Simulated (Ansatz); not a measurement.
Wanted: the native input for an Ansatz 0.2.0 run.

| Property | Result |
| --- | --- |
| Task | relaxation of cell and atoms |
| Functional | PBEsol |
| Potentials or basis | Ansatz PAW |
| Cutoff | 420 eV (not typed: the program's choice for these potentials) |
| k mesh | 11 × 11 × 11 |
| Occupations | fermi-dirac, width 0.05 eV |
| Spin | no spin polarisation |

Crystal: Al.

```
Al
1.0
     0.00000    2.02481    2.02481
     2.02481    0.00000    2.02481
     2.02481    2.02481    0.00000
Al
1
Direct
  0.00000 0.00000 0.00000
```

The input as run:

input.yaml

```yaml
crystal:
  lattice:
    - [0.0, 2.024805, 2.024805]
    - [2.024805, 0.0, 2.024805]
    - [2.024805, 2.024805, 0.0]
  atoms:
    - { symbol: Al, position: [0.0, 0.0, 0.0] }
hamiltonian:
  xc: pbesol
  pseudopotentials: { kind: paw }
kpoints:
  mp_grid: { grid: [11, 11, 11] }
scf:
  occupations: { method: fermi_dirac, width: 0.05 }
output:
  forces: true
  stress: true
  eigenvalues: true
relax:
  f_tol: 0.01
  max_steps: 40
  cell: { stress_tol: 0.05 }
```

Potentials or basis: Ansatz PAW.

Launch:

```console
$ ansatz run input.yaml --threads 2 --pin off --max-ram 5632MiB --backend cpu --events-out ev --progress --plain --runs-dir out
```

It gave:

```json
{
 "Relaxed volume": "16.21 Å³/atom",
 "Relaxed cell": "a = 2.841 Å, b = 2.841 Å, c = 2.841 Å, α = 60.00°, β = 60.00°, γ = 60.00°",
 "Space group after relaxing (to 0.05 Å)": "Fm-3m (No. 225)",
 "Energy gained by relaxing": "2.5 meV/atom",
 "Ionic steps": "4",
 "Pressure after relaxing": "0.0 GPa",
 "Band gap on the k mesh": "none (metal or under the smearing width)"
}
```

Caveat: the plane-wave basis is chosen anew once the cell has moved, so the energies of steps on either side of that aren't comparable; the PAW data sets come from PBE, with cores solved anew for the run's functional, which leaves a small shift of forces and pressure.

Run time: 1 s on 2 threads of Intel(R) Xeon(R) Platinum 8488C (Sapphire Rapids) (shared host), peak memory 0.32 GiB.
